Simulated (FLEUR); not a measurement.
**SnTe: equation of state with PBEsol**

SnTe:

```xyz
2
Lattice="0.0000 3.1509 3.1509 3.1509 0.0000 3.1509 3.1509 3.1509 0.0000" Properties=species:S:1:pos:R:3 pbc="T T T"
Te    3.1509    3.1509    3.1509
Sn    0.0000    0.0000    0.0000
```

- Program: FLEUR MaX-R8.1 (later development tree)
- Task: equation of state
- Functional: PBEsol
- Potentials or basis: all-electron
- Basis: FLAPW
- Kmax: 4.1 1/bohr
- k mesh: 7 × 7 × 7
- Occupations: fermi-dirac, width 0.05 eV
- Spin: no spin polarisation
- Gmax: 12.7 1/bohr
- Muffin-tin radii: Te 2.66, Sn 2.66 bohr
- lmax: Te 10, Sn 10
- lnonsphr: Te 10, Sn 10
- Local orbitals a species: Te 6, Sn 5

```yaml
Equilibrium_volume: 31.04 Å³/atom
Bulk_modulus: 47 GPa
Pressure_derivative_of_the_bulk_modulus: 4.5
```

Energy against volume, from the lowest point:
| volume (Å³/atom) | energy (meV/atom) |
| --- | --- |
| 29.404 | 13.70 |
| 30.030 | 4.87 |
| 30.656 | 0.46 |
| 31.281 | 0.00 |
| 31.907 | 3.07 |
| 32.532 | 9.32 |
| 33.158 | 18.41 |

 The run has no spin-orbit coupling, so splittings on Te are missing.
